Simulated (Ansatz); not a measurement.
The system is PbS.

```
CELL_PARAMETERS angstrom
2.07995 -5.99130 0.00000
2.07995 5.99130 0.00000
0.00000 0.00000 4.27932
ATOMIC_POSITIONS crystal
Pb 0.13056 0.86944 0.25000
Pb 0.86944 0.13056 0.75000
S 0.35480 0.64520 0.25000
S 0.64520 0.35480 0.75000
```

Measurements of this composition are mostly on another form, of space group No. 225.

| Quantity | Value |
| --- | --- |
| Program | Ansatz 0.2.0 |
| Task | relaxation of cell and atoms |
| Functional | RPBE |
| Dispersion | D3(BJ) |
| Potentials or basis | Ansatz PAW |
| Cutoff | 420 eV (not typed: the program's choice for these potentials) |
| k mesh | 7 × 7 × 6 |
| Occupations | fermi-dirac, width 0.05 eV |
| Spin | no spin polarisation |

At the start: volume 26.66 Å³/atom.

Question: Where does the relaxation end?

Answer: It ends after 10 steps and the volume is 20.14 Å³/atom (-24.5 %); space group Cmcm (No. 63, to 0.05 Å).

The path:
```csv
step,energy change (eV),largest force (eV/Å),volume (Å³)
1,0.0000,0.1233,106.65
2,-0.8008,0.5883,92.36
3,-1.1732,0.3219,84.38
4,-1.2349,0.5160,79.07
5,-1.2823,0.1197,80.57
6,-1.2991,0.0397,80.51
7,-1.3001,0.0336,80.59
8,-1.3003,0.0063,80.58
9,-1.3003,0.0007,80.55
10,-1.2984,0.0011,80.55
```

Final structure:
```
Pb S
1.0
     1.85062   -5.17425    0.00000
     1.85062    5.17425    0.00000
     0.00000    0.00000    4.20614
Pb S
2 2
Direct
  0.11871 0.88129 0.25000
  0.88129 0.11871 0.75000
  0.37400 0.62600 0.25000
  0.62600 0.37400 0.75000
```

Caveat: the volume moved by over 15 % at a fixed basis, so the end points are rough; the plane-wave basis is chosen anew once the cell has moved, so the energies of steps on either side of that aren't comparable; the PAW data sets come from PBE, with cores solved anew for the run's functional, which leaves a small shift of forces and pressure.
